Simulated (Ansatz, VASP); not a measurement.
**BN: VASP beside Ansatz**

```
B N
1.0
     2.53694    0.00000    0.00000
    -1.26847    2.19706    0.00000
     0.00000    0.00000    6.74886
B N
2 2
Direct
  0.33333 0.66667 0.25000
  0.66667 0.33333 0.75000
  0.33333 0.66667 0.75000
  0.66667 0.33333 0.25000
```

Change from the starting cell: volume scaled by 1.04, crystal datasets.

Alike in both runs: task electric field gradients; functional PBEsol; k mesh 11 × 11 × 4; occupations fermi-dirac, width 0.02 eV; no spin polarisation.

```csv
,VASP,Ansatz
version,VASP 6.6.1,Ansatz 0.2.0
potentials or method,"VASP PAW PBE potentials, release 64 (B, N), cutoff 520 eV","all-electron PAW with datasets made for the crystal, scalar-relativistic"
```

|  | VASP | Ansatz | Ansatz less VASP |
| --- | --- | --- | --- |
| gap on the k mesh at the Fermi level (eV) | 4.18 | 4.19 | +0.005 |
| pressure (GPa) | -8.2 | -8.5 | -0.29 |
| largest component of the traceless stress (GPa) | 8.56 | 9.01 | +0.445 |
| Vzz of the field gradient on the site that differs most (V/Å²) | 33.7 | 27.9 | -5.84 |

Ansatz ran all-electron here, so the differences hold the error of VASP's frozen core and of both bases.

Caveats: the PAW data sets were made with another functional, which shifts forces and pressure a little (VASP); an odd mesh through Γ misses points on the zone boundary, where band edges often lie; this functional lacks dispersion, which binds the layers, so the pressure and a relaxed spacing across them are unreliable.
